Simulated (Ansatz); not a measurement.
**Platinum, hcp under BLYP: structure, energy and stiffness**

Aim: take platinum in the hcp structure, relax it, solve it on a dense k-mesh, then scale the cell to 7 volumes from 88 to 112 % of the relaxed one and try a fit of the equation of state. Spin polarisation is left out. The k-meshes are 13×13×7 for the relaxation; 21×21×11 for the dense run; 14×14×7 for the volumes.

This is Pt in the hcp structure; at room conditions it is fcc.

Computed with Ansatz 0.2.0 (DFT BLYP, plane waves (420 eV) with PAW, scalar-relativistic; the PAW data stem from PBE, with regenerated cores, unless a step says otherwise).

## Step 1: The system as given

The structure is hexagonal, space group P6_3/mmc (No. 194). Conventional cell: a = 2.774 Å, b = 2.774 Å, c = 4.530 Å, α = 90.00°, β = 90.00°, γ = 120.00°. Around Pt (site symmetry -6m2) lie 12 Pt at 2.77 Å.

Coordinates:

```cif
data_structure
_symmetry_space_group_name_H-M 'P6_3/mmc'
_symmetry_Int_Tables_number 194
_cell_length_a 2.7740
_cell_length_b 2.7740
_cell_length_c 4.5300
_cell_angle_alpha 90.000
_cell_angle_beta 90.000
_cell_angle_gamma 120.000
_cell_volume 30.19
loop_
_atom_site_label
_atom_site_type_symbol
_atom_site_symmetry_multiplicity
_atom_site_Wyckoff_symbol
_atom_site_fract_x
_atom_site_fract_y
_atom_site_fract_z
_atom_site_occupancy
Pt1 Pt 2 c 0.33333 0.66667 0.25000 1
```

## Step 2: Relaxation of the cell

Contents of input.yaml:

```yaml
crystal:
  lattice:
    - [2.7740467412, 0.0, 0.0]
    - [-1.3870233706, 2.4023949491, 0.0]
    - [0.0, 0.0, 4.5300183283]
  atoms:
    - { symbol: Pt, position: [0.3333333333, 0.6666666667, 0.25] }
    - { symbol: Pt, position: [0.6666666667, 0.3333333333, 0.75] }
hamiltonian:
  xc: blyp
  pseudopotentials:
    kind: paw
    azcp:
      Pt: "pseudopotentials/Pt.paw.azcp"
basis:
  ecutwfc: 420
  fft_grid_basis: typed
kpoints:
  mp_grid: { grid: [13, 13, 7], shift: [0, 0, 0] }
magnetization:
  spin_polarized: false
scf:
  occupations: { method: fermi_dirac, width: 0.1 }
relax:
  max_steps: 60
  f_tol: 0.01
  cell: {}
output:
  write_density: true
  write_potential: true
  elf: true
  volumetric_format: npy
```

The program printed:

```text
Warning: RAYON_NUM_THREADS=2 ignored (pool sized by the plan → 2); use --threads N
Engine: ansatz 0.2.0, x86_64-unknown-linux-gnu
Pseudopotentials: kind: paw
Pseudopotential: Pt, paw, valence charge 18, recommended cutoff 420 eV (normal), <dir>
Functional definition: BLYP
  parameter beta = 0.0042
  parameter a = 0.04918
  parameter b = 0.132
  parameter c = 0.2533
  parameter d = 0.349
  exchange = b88_x(beta = beta)
  correlation = lyp_c(a = a, b = b, c = c, d = d)
Crystal: 2 atoms, lattice volume = 30.190 Å³
Basis set: ecut = 420 eV, 591 PW (Γ), exchange–correlation on 40×40×64 points (8 copies of the dense FFT grid, shifted against one another)
Bands: 22, of which v1, the nominal top of the filled ones, is band 18 counted from 1 (17 counted from 0)
Symmetry: 24 space group operations
Space group: P63/mmc (ITA 194), of the structure as read, at distance tolerance 3.1e-5 Å
k-points: 84 of 1183
Non-local potential: Pt, projectors of the file, l = 0: 3, l = 1: 2, l = 2: 2, l = 3: 1
PAW form: soft (Blöchl's): semilocal exchange-correlation on the pseudo side does not see the compensation charge
PAW frozen core: Pt, regenerated for the run's functional, and the local potential with it (the file was generated under x = pbe(κ = 0.804, μ = 0.2195149727645171), c = pbe(β = 0.06672455060314922))
PAW one-centre angular grid: Pt, 590 points (default); XC on 64 Gauss nodes
Initial density: superposition of atomic densities (neutral atoms: chi_scale 0, normalization atom), corrected by the library's trained network
Initial wavefunctions: pseudopotential atomic-orbital guess
Functional: x = b88, c = lyp
SCF iter   1: F=—  HF=-25097.802076 eV  |F-HF|=—  |Δ(HF+E_count)|=         —  Δρ=1.18e-2  dr2=3.80e-2  ethr=1.77e-3  ⟨swp⟩=5.0  Hψ=7217  notcnv=0
preconditioner: auto → Kerker (q_TF=auto, 2.810 Å⁻¹)  [metal: Δε(μ)=0.008 eV  Ē_g=9.557 eV  σ=0.100 eV  W_gap=0.02  n_scr=10 (ndim 8)  ℏωp=30.2 eV  f_vac=0.000  D(μ)=3.82/eV (n_scr^D=54)]
SCF iter   2: F=—  HF=-25097.797756 eV  |F-HF|=—  |Δ(HF+E_count)|=   4.32e-3  Δρ=6.43e-3  dr2=1.11e-2  ethr=1.05e-4  ⟨swp⟩=1.0  Hψ=2521  notcnv=0
SCF iter   3: F=—  HF=-25097.795965 eV  |F-HF|=—  |Δ(HF+E_count)|=   1.79e-3  Δρ=1.16e-3  dr2=2.19e-4  ethr=3.08e-5  ⟨swp⟩=2.0  Hψ=2635  notcnv=0
SCF iter   4: F=—  HF=-25097.796026 eV  |F-HF|=—  |Δ(HF+E_count)|=   6.12e-5  Δρ=1.75e-4  dr2=7.13e-6  ethr=6.08e-7  ⟨swp⟩=2.2  Hψ=2574  notcnv=0
SCF iter   5: F=—  HF=-25097.796027 eV  |F-HF|=—  |Δ(HF+E_count)|=   9.24e-7  Δρ=4.96e-5  dr2=5.20e-7  ethr=1.98e-8  ⟨swp⟩=2.0  Hψ=2660  notcnv=0
SCF iter   6: F=-25097.796028 eV  HF=-25097.796028 eV  |F-HF|=1.39e-8  |Δ(HF+E_count)|=   4.69e-7  Δρ=9.00e-6  dr2=1.58e-8  ethr=2.78e-10  ⟨swp⟩=7.9  Hψ=11219  notcnv=0
SCF 1 converged in 6 iterations: F = -25097.796028 eV  dr2 = 1.58e-8
relax step   1: F+E_penalty+E_count = -25097.79602781 eV  Δ(F+E_penalty+E_count) = +0.000e0 eV  max|allowed force component| = 7.401e-17 eV/Å  Δτ_max = 0.0000 Å  P = +27.133 GPa  Ω = 30.190 Å³  (6 SCF iters, dr2 threshold 1.00e-7 eV, accepted)
Crystal: 2 atoms, lattice volume = 33.889 Å³
Basis set: ecut = 420 eV, 663 PW (Γ), exchange–correlation on 40×40×64 points (8 copies of the dense FFT grid, shifted against one another)
Initial density: handed on by an earlier stage of this run
Initial wavefunctions: those handed on with the density
iter 1 solved again at ethr=3.24e-5 eV; its pass at ethr=3.10e-3 eV (dr2=1.17e-2 eV) is discarded
SCF iter   1: F=—  HF=-25098.057331 eV  |F-HF|=—  |Δ(HF+E_count)|=         —  Δρ=7.33e-3  dr2=1.19e-2  ethr=3.24e-5  ⟨swp⟩=2.3  Hψ=10645  notcnv=0
preconditioner: auto → Kerker (q_TF=auto, 2.756 Å⁻¹)  [metal: Δε(μ)=0.006 eV  Ē_g=8.455 eV  σ=0.100 eV  W_gap=0.02  n_scr=10 (ndim 8)  ℏωp=28.5 eV  f_vac=0.000  D(μ)=4.37/eV (n_scr^D=66)]
SCF iter   2: F=—  HF=-25098.055980 eV  |F-HF|=—  |Δ(HF+E_count)|=   1.35e-3  Δρ=4.35e-3  dr2=3.85e-3  ethr=3.24e-5  ⟨swp⟩=1.0  Hψ=1848  notcnv=0
SCF iter   3: F=—  HF=-25098.055460 eV  |F-HF|=—  |Δ(HF+E_count)|=   5.20e-4  Δρ=5.90e-4  dr2=1.15e-4  ethr=1.07e-5  ⟨swp⟩=2.0  Hψ=2666  notcnv=0
SCF iter   4: F=—  HF=-25098.055458 eV  |F-HF|=—  |Δ(HF+E_count)|=   1.75e-6  Δρ=2.10e-4  dr2=9.91e-6  ethr=3.20e-7  ⟨swp⟩=2.4  Hψ=2685  notcnv=0
SCF iter   5: F=—  HF=-25098.055464 eV  |F-HF|=—  |Δ(HF+E_count)|=   5.60e-6  Δρ=3.41e-5  dr2=2.56e-7  ethr=2.75e-8  ⟨swp⟩=2.0  Hψ=2708  notcnv=0
SCF iter   6: F=-25098.055464 eV  HF=-25098.055464 eV  |F-HF|=1.17e-8  |Δ(HF+E_count)|=   3.05e-7  Δρ=9.01e-6  dr2=2.09e-8  ethr=5.56e-10  ⟨swp⟩=7.0  Hψ=10571  notcnv=0
SCF 2 converged in 6 iterations: F = -25098.055464 eV  dr2 = 2.09e-8
relax step   2: F+E_penalty+E_count = -25098.05546433 eV  Δ(F+E_penalty+E_count) = -2.594e-1 eV  max|allowed force component| = 9.714e-17 eV/Å  Δτ_max = 0.0000 Å  P = -2.083 GPa  Ω = 33.889 Å³  energy of the carried Pulay correction = -1.475e-3 eV  (6 SCF iters, dr2 threshold 2.00e-7 eV, accepted)
Crystal: 2 atoms, lattice volume = 33.615 Å³
Basis set: ecut = 420 eV, 651 PW (Γ), exchange–correlation on 40×40×64 points (8 copies of the dense FFT grid, shifted against one another)
iter 1 solved again at ethr=2.74e-6 eV; its pass at ethr=3.10e-3 eV (dr2=9.85e-4 eV) is discarded
SCF iter   1: F=—  HF=-25098.065237 eV  |F-HF|=—  |Δ(HF+E_count)|=         —  Δρ=2.96e-3  dr2=8.95e-4  ethr=2.74e-6  ⟨swp⟩=2.0  Hψ=9585  notcnv=0
preconditioner: auto → Kerker (q_TF=auto, 2.760 Å⁻¹)  [metal: Δε(μ)=0.010 eV  Ē_g=8.521 eV  σ=0.100 eV  W_gap=0.03  n_scr=10 (ndim 8)  ℏωp=28.6 eV  f_vac=0.000  D(μ)=4.17/eV (n_scr^D=66)]
SCF iter   2: F=—  HF=-25098.065053 eV  |F-HF|=—  |Δ(HF+E_count)|=   1.84e-4  Δρ=1.35e-3  dr2=1.81e-4  ethr=2.49e-6  ⟨swp⟩=1.0  Hψ=1848  notcnv=0
SCF iter   3: F=—  HF=-25098.065011 eV  |F-HF|=—  |Δ(HF+E_count)|=   4.16e-5  Δρ=1.80e-4  dr2=4.21e-6  ethr=5.04e-7  ⟨swp⟩=2.0  Hψ=2719  notcnv=0
iter 4 did not close the SCF: its close was put off for the readings that it lacked (scf_convergence_deferred on its scf_iter line)
SCF iter   4: F=-25098.065012 eV  HF=-25098.065012 eV  |F-HF|=8.84e-9  |Δ(HF+E_count)|=   5.71e-7  Δρ=2.63e-5  dr2=1.47e-7  ethr=1.17e-8  ⟨swp⟩=2.8  Hψ=3199  notcnv=0
iter 5 did not close the SCF: its close was put off for the readings that it lacked (scf_convergence_deferred on its scf_iter line)
SCF iter   5: F=-25098.065012 eV  HF=-25098.065012 eV  |F-HF|=2.19e-9  |Δ(HF+E_count)|=   1.99e-8  Δρ=6.78e-6  dr2=1.64e-8  ethr=4.07e-10  ⟨swp⟩=2.2  Hψ=2647  notcnv=0
SCF iter   6: F=-25098.065012 eV  HF=-25098.065012 eV  |F-HF|=3.13e-10  |Δ(HF+E_count)|=  6.77e-10  Δρ=1.87e-6  dr2=7.73e-10  ethr=4.55e-11  ⟨swp⟩=5.1  Hψ=9935  notcnv=0
SCF 3 converged in 6 iterations: F = -25098.065012 eV  dr2 = 7.73e-10
relax step   3: F+E_penalty+E_count = -25098.06501160 eV  Δ(F+E_penalty+E_count) = -9.547e-3 eV  max|allowed force component| = 5.551e-17 eV/Å  Δτ_max = 0.0000 Å  P = -0.608 GPa  Ω = 33.615 Å³  energy of the carried Pulay correction = -1.367e-3 eV  (6 SCF iters, dr2 threshold 2.00e-7 eV, accepted)
[... 12 lines left out ...]
relax step   4: F+E_penalty+E_count = -25098.07437682 eV  Δ(F+E_penalty+E_count) = -9.365e-3 eV  max|allowed force component| = 9.252e-17 eV/Å  Δτ_max = 0.0000 Å  P = +1.912 GPa  Ω = 33.233 Å³  energy of the carried Pulay correction = -1.208e-3 eV  (6 SCF iters, dr2 threshold 2.00e-7 eV, accepted)
[... 13 lines left out ...]
relax step   5: F+E_penalty+E_count = -25098.07608139 eV  Δ(F+E_penalty+E_count) = -1.705e-3 eV  max|allowed force component| = 9.252e-17 eV/Å  Δτ_max = 0.0000 Å  P = -0.233 GPa  Ω = 33.594 Å³  energy of the carried Pulay correction = -1.345e-3 eV  (6 SCF iters, dr2 threshold 2.00e-7 eV, accepted)
[... 13 lines left out ...]
relax step   6: F+E_penalty+E_count = -25098.07613819 eV  Δ(F+E_penalty+E_count) = -5.680e-5 eV  max|allowed force component| = 7.401e-17 eV/Å  Δτ_max = 0.0000 Å  P = -0.000 GPa  Ω = 33.551 Å³  energy of the carried Pulay correction = -1.329e-3 eV  (6 SCF iters, dr2 threshold 2.00e-7 eV, accepted)
[... 11 lines left out ...]
relax step   7: F+E_penalty+E_count = -25098.07818791 eV  Δ(F+E_penalty+E_count) = -2.050e-3 eV  max|allowed force component| = 7.401e-17 eV/Å  Δτ_max = 0.0000 Å  P = +0.080 GPa  Ω = 33.551 Å³  stress off target by 2.22e-1 GPa  SCF on the basis re-selected at this cell (its energy is not comparable with the rows above)  (6 SCF iters)
[... 14 lines left out ...]
relax step   8: F+E_penalty+E_count = -25098.07821427 eV  Δ(F+E_penalty+E_count) = -2.636e-5 eV  max|allowed force component| = 9.252e-17 eV/Å  Δτ_max = 0.0000 Å  P = +0.005 GPa  Ω = 33.569 Å³  energy of the carried Pulay correction = -5.440e-6 eV  (6 SCF iters, dr2 threshold 1.23e-7 eV, accepted)
iter 1 solved again at ethr=8.45e-9 eV; its pass at ethr=3.10e-3 eV (dr2=3.04e-6 eV) is discarded
SCF iter   1: F=—  HF=-25098.078220 eV  |F-HF|=—  |Δ(HF+E_count)|=         —  Δρ=2.64e-6  dr2=3.86e-10  ethr=8.45e-9  ⟨swp⟩=3.3  Hψ=12621  notcnv=0
preconditioner: auto → Kerker (q_TF=auto, 2.760 Å⁻¹)  [metal: Δε(μ)=0.010 eV  Ē_g=8.498 eV  σ=0.100 eV  W_gap=0.02  n_scr=10 (ndim 8)  ℏωp=28.7 eV  f_vac=0.000  D(μ)=3.71/eV (n_scr^D=42)]
SCF iter   2: F=—  HF=-25098.078219 eV  |F-HF|=—  |Δ(HF+E_count)|=   6.77e-7  Δρ=1.24e-6  dr2=7.52e-11  ethr=1.07e-12  ⟨swp⟩=3.0  Hψ=4147  notcnv=0
iter 3 did not close the SCF: its close was put off for the readings that it lacked (scf_convergence_deferred on its scf_iter line)
SCF iter   3: F=-25098.078219 eV  HF=-25098.078219 eV  |F-HF|=2.91e-11  |Δ(HF+E_count)|=  1.53e-10  Δρ=2.90e-7  dr2=6.80e-12  ethr=1.00e-12  ⟨swp⟩=1.0  Hψ=1848  notcnv=0
iter 4 did not close the SCF: its close was put off for the readings that it lacked (scf_convergence_deferred on its scf_iter line)
SCF iter   4: F=-25098.078219 eV  HF=-25098.078219 eV  |F-HF|=7.28e-12  |Δ(HF+E_count)|=  1.46e-11  Δρ=3.34e-8  dr2=4.08e-13  ethr=1.00e-12  ⟨swp⟩=1.0  Hψ=1848  notcnv=0
iter 5 did not close the SCF: its close was put off for the readings that it lacked (scf_convergence_deferred on its scf_iter line)
SCF iter   5: F=-25098.078219 eV  HF=-25098.078219 eV  |F-HF|=1.09e-11  |Δ(HF+E_count)|=  3.64e-12  Δρ=1.24e-8  dr2=5.22e-14  ethr=1.00e-12  ⟨swp⟩=1.0  Hψ=1848  notcnv=0
iter 6 did not close the SCF: its close was put off for the readings that it lacked (scf_convergence_deferred on its scf_iter line)
SCF iter   6: F=-25098.078219 eV  HF=-25098.078219 eV  |F-HF|=0.00e0  |Δ(HF+E_count)|=  3.64e-12  Δρ=2.25e-9  dr2=9.87e-16  ethr=1.00e-12  ⟨swp⟩=1.0  Hψ=1848  notcnv=0
SCF iter   7: F=-25098.078219 eV  HF=-25098.078219 eV  |F-HF|=3.64e-12  |Δ(HF+E_count)|=  3.64e-12  Δρ=7.08e-10  dr2=1.06e-16  ethr=1.00e-12  ⟨swp⟩=2.0  Hψ=4841  notcnv=0
SCF 9 converged in 7 iterations: F = -25098.078219 eV  dr2 = 1.06e-16
relax step   9: F+E_penalty+E_count = -25098.07821901 eV  Δ(F+E_penalty+E_count) = -4.747e-6 eV  max|allowed force component| = 7.401e-17 eV/Å  Δτ_max = 0.0000 Å  P = +0.005 GPa  Ω = 33.569 Å³  stress off target by 1.56e-2 GPa  SCF on the basis re-selected at this cell (its energy is not comparable with the rows above)  (7 SCF iters)
basis re-selected at this cell: Δ(F+E_penalty+E_count) = -4.747e-6 eV, ΔP = -0.000 GPa vs the last step (what re-selecting the basis moved, of the pressure what is left beyond the Pulay correction that the steps carried, after the strain that the cell walked since its last selection, with what the two solves' SCF thresholds leave and, on support functions, any second-order correction that the steps lacked; it is no measure of the basis error at this ecutwfc). This SCF's stress stands 1.56e-2 GPa from its target on what of the cell is left free (relax.cell.stress_tol is 5.00e-2 GPa) and its largest allowed force component is 7.40e-17 eV/Å (relax.f_tol is 1.00e-2 eV/Å): within both
SCF converged after 7 iterations
Free energy (F): -25098.078219 eV
Harris-Foulkes:  -25098.078219 eV  (|F-HF|=3.64e-12)
Internal energy: -25097.957340 eV  (E = F + TS)
E sigma→0 (E₀):  -25098.017779 eV
Entropy (-TS):   -0.120879 eV (-60.440 meV/atom)
Fermi energy:    20.728837 eV
--- Per-component energies (eV) ---
  E_band       = -333.348530
  E_kinetic    = 1273.321114
  E_local      = -3216.019994  (includes V_loc(G=0)·N_el)
  E_nonlocal   = 397.255711
  E_hartree    = 1189.316188
  E_xc         = -514.729477
  E_vxc        = -593.167541  (∫ρ·V_xc dr)
  E_paw        = -18967.628390  (= ΣΔE_a)
  E_vpaw       = -573.370558  (= ΣTr[D̂ρ^β])
  E_aug_tail   = 0.000361  (compensation charges beyond the density's cutoff)
  E_ewald      = -5259.751778
  E_core_change = 0.278925  (= ΣΔE_core)
  E_smearing   = -0.120879  (= −TS)
  E_closure    = -0.000000  (closes the sum)
  Σ components = -25098.078219   (vs F -25098.078219, Δ=0.00e0)
--- Forces (eV/Å), atoms counted from 1 ---
  atom   1  Pt     0.00000000     0.00000000     0.00000000
  atom   2  Pt     0.00000000    -0.00000000     0.00000000
  max |Σ_I F_I| component: 2.78e-17 eV/Å
--- Stress (GPa, compression-positive) ---
       -0.000528      -0.000000       0.000000
       -0.000000      -0.000528       0.000000
        0.000000       0.000000       0.015578
  P = ⅓ Tr σ = 0.0048 GPa (0.048 kbar)
--- Band table (eV; the first three rows and the last of 84) ---
  k-point 0: bands = ["-77.3572", "-77.3434", "-31.5705", "-31.4442", "-31.4442", "-31.4127", "-31.4127", "-31.3131", "11.7957", "14.2911", "17.1419", "17.6247", "17.6247", "17.9425", "17.9425", "19.0890", "19.0890", "20.5041", "20.5041", "20.5235", "24.9600", "36.2839"]
  k-point 1: bands = ["-77.3565", "-77.3441", "-31.5579", "-31.4426", "-31.4426", "-31.4142", "-31.4142", "-31.3260", "11.9588", "14.2637", "17.1087", "17.6032", "17.6032", "17.8993", "17.8993", "19.2006", "19.2006", "19.6938", "20.4692", "20.4692", "26.1109", "35.6841"]
  k-point 2: bands = ["-77.3546", "-77.3460", "-31.5226", "-31.4383", "-31.4383", "-31.4186", "-31.4186", "-31.3622", "12.4210", "14.1234", "17.0471", "17.5763", "17.5763", "17.7932", "17.7932", "18.3712", "19.4790", "19.4790", "20.3504", "20.3504", "28.4261", "34.9395"]
  k-point 83: bands = ["-77.3305", "-77.3302", "-31.6757", "-31.6725", "-31.6291", "-31.6196", "-31.3860", "-31.3807", "16.0764", "16.0917", "16.7564", "16.8083", "17.4160", "17.5793", "18.4787", "18.7616", "20.4904", "20.6392", "25.6890", "26.7368", "26.9882", "28.0671"]
--- Relaxed structure (7 steps of the walk, 7 accepted, 2 SCFs on fresh bases) ---
  F+E_penalty+E_count = -25098.07821901 eV   max|allowed force component| = 7.401e-17 eV/Å   (the final SCF, on the basis selected at the relaxed cell)
  cell:  # Å, volume = 33.5688 Å³
    - [2.8137407907016363, -3.887373249039567e-35, 0.0]
    - [-1.4068703953508181, 2.4367710044121305, 0.0]
    - [0.0, 0.0, 4.895955943720552]
  atoms:
    - { symbol: Pt, position: [0.3333333333333333, 0.6666666666666666, 0.24999999999999997] }
    - { symbol: Pt, position: [0.6666666666666666, 0.3333333333333333, 0.75] }
```

It took 6.8 s on 2 threads of an x86-64 CPU, shared host; peak memory 0.53 GiB.

Relaxation path:

```tsv
step	energy change (meV/atom)	largest force (eV/Å)	pressure (GPa)	volume (Å³/atom)
1	0.00	0.0000	27.13	15.095
2	-129.72	0.0000	-2.08	16.945
3	-134.49	0.0000	-0.61	16.807
4	-139.17	0.0000	1.91	16.616
5	-140.03	0.0000	-0.23	16.797
6	-140.06	0.0000	0.00	16.775
7	-141.08	0.0000	0.08	16.775
8	-141.09	0.0000	0.01	16.784
9	-141.10	0.0000	0.00	16.784
```

Steps that repeat a cell are solved on a basis chosen anew, so their changes of energy are no gain of the relaxation.

Changes in the cell that was computed:

|  | before | after | change |
| --- | --- | --- | --- |
| a (Å) | 2.774 | 2.814 | +1.4 % |
| b (Å) | 2.774 | 2.814 | +1.4 % |
| c (Å) | 4.530 | 4.896 | +8.1 % |
| volume (Å³/atom) | 15.095 | 16.784 | +11.2 % |
| shortest distance (Å) | 2.774 | 2.814 | +1.4 % |
| space group (spins left aside) | P6_3/mmc | P6_3/mmc | same |

## Step 3: Single point on a dense mesh

Contents of input.yaml:

```yaml
crystal:
  lattice:
    - [2.8137407907, 0.0, 0.0]
    - [-1.4068703954, 2.4367710044, 0.0]
    - [0.0, 0.0, 4.8959559437]
  atoms:
    - { symbol: Pt, position: [0.3333333333, 0.6666666667, 0.25] }
    - { symbol: Pt, position: [0.6666666667, 0.3333333333, 0.75] }
hamiltonian:
  xc: blyp
  pseudopotentials:
    kind: paw
    azcp:
      Pt: "pseudopotentials/Pt.paw.azcp"
basis:
  ecutwfc: 420
  fft_grid_basis: typed
kpoints:
  mp_grid: { grid: [21, 21, 11], shift: [0, 0, 0] }
magnetization:
  spin_polarized: false
scf:
  occupations: { method: fermi_dirac, width: 0.1 }
```

The program printed, cut to the lines that bear on the results:

```text
Warning: RAYON_NUM_THREADS=2 ignored (pool sized by the plan → 2); use --threads N
[...]
[... 3 set-up lines as earlier in the session ...]
[...]
Crystal: 2 atoms, lattice volume = 33.569 Å³
Basis set: ecut = 420 eV, 665 PW (Γ), exchange–correlation on 40×40×72 points (8 copies of the dense FFT grid, shifted against one another)
Bands: 22, of which v1, the nominal top of the filled ones, is band 18 counted from 1 (17 counted from 0)
[... 1 set-up line as earlier in the session ...]
Space group: P63/mmc (ITA 194), of the structure as read, at distance tolerance 3.2e-5 Å
k-points: 288 of 4851
[...]
SCF iter   1: F=—  HF=-25098.085412 eV  |F-HF|=—  |Δ(HF+E_count)|=         —  Δρ=1.06e-2  dr2=3.74e-2  ethr=1.77e-3  ⟨swp⟩=4.9  Hψ=24275  notcnv=0
[...]
SCF iter   6: F=-25098.080170 eV  HF=-25098.080170 eV  |F-HF|=2.41e-8  |Δ(HF+E_count)|=   6.27e-7  Δρ=1.16e-5  dr2=3.10e-8  ethr=2.78e-10  ⟨swp⟩=3.0  Hψ=14354  notcnv=0
[...]
SCF converged after 6 iterations
Free energy (F): -25098.080170 eV
[...]
E sigma→0 (E₀):  -25098.018868 eV
Entropy (-TS):   -0.122604 eV (-61.302 meV/atom)
Fermi energy:    20.726263 eV
[...]
```

Run time: 1.9 s. Hardware: 2 threads of an x86-64 CPU, shared host; peak memory 0.58 GiB.

## Step 4: Equation of state: 88 %

Contents of input.yaml:

```yaml
crystal:
  lattice:
    - [2.6963626994, 0.0, 0.0]
    - [-1.3481813497, 2.3351185955, 0.0]
    - [0.0, 0.0, 4.6917161056]
  atoms:
    - { symbol: Pt, position: [0.3333333333, 0.6666666667, 0.25] }
    - { symbol: Pt, position: [0.6666666667, 0.3333333333, 0.75] }
hamiltonian:
  xc: blyp
  pseudopotentials:
    kind: paw
    azcp:
      Pt: "pseudopotentials/Pt.paw.azcp"
basis:
  ecutwfc: 420
  fft_grid_basis: typed
kpoints:
  mp_grid: { grid: [14, 14, 7], shift: [0, 0, 0] }
magnetization:
  spin_polarized: false
scf:
  occupations: { method: fermi_dirac, width: 0.1 }
  lower_state_search: "off"
output:
  stress: true
```

The program printed, cut to the lines that bear on the results:

```text
Warning: RAYON_NUM_THREADS=2 ignored (pool sized by the plan → 2); use --threads N
[...]
[... 3 set-up lines as earlier in the session ...]
[...]
Crystal: 2 atoms, lattice volume = 29.541 Å³
Basis set: ecut = 420 eV, 573 PW (Γ), exchange–correlation on 40×40×64 points (8 copies of the dense FFT grid, shifted against one another)
Bands: 22, of which v1, the nominal top of the filled ones, is band 18 counted from 1 (17 counted from 0)
[... 2 set-up lines as earlier in the session ...]
k-points: 96 of 1372
[...]
SCF iter   1: F=—  HF=-25097.705088 eV  |F-HF|=—  |Δ(HF+E_count)|=         —  Δρ=1.23e-2  dr2=4.02e-2  ethr=1.77e-3  ⟨swp⟩=5.0  Hψ=8397  notcnv=0
[...]
SCF iter   6: F=-25097.697821 eV  HF=-25097.697821 eV  |F-HF|=1.21e-8  |Δ(HF+E_count)|=   3.90e-7  Δρ=8.92e-6  dr2=1.52e-8  ethr=2.78e-10  ⟨swp⟩=4.0  Hψ=7033  notcnv=0
[...]
SCF converged after 6 iterations
Free energy (F): -25097.697821 eV
[...]
E sigma→0 (E₀):  -25097.647109 eV
Entropy (-TS):   -0.101423 eV (-50.711 meV/atom)
Fermi energy:    24.522797 eV
[...]
--- Stress (GPa, compression-positive) ---
       37.079539       0.000000       0.000000
       -0.000000      37.079539       0.000000
        0.000000       0.000000      31.397951
  P = ⅓ Tr σ = 35.1857 GPa (351.857 kbar)
```

It took 0.83 s on 2 threads of an x86-64 CPU, shared host; peak memory 0.5 GiB.

(Part 1 of 2 ends here.)
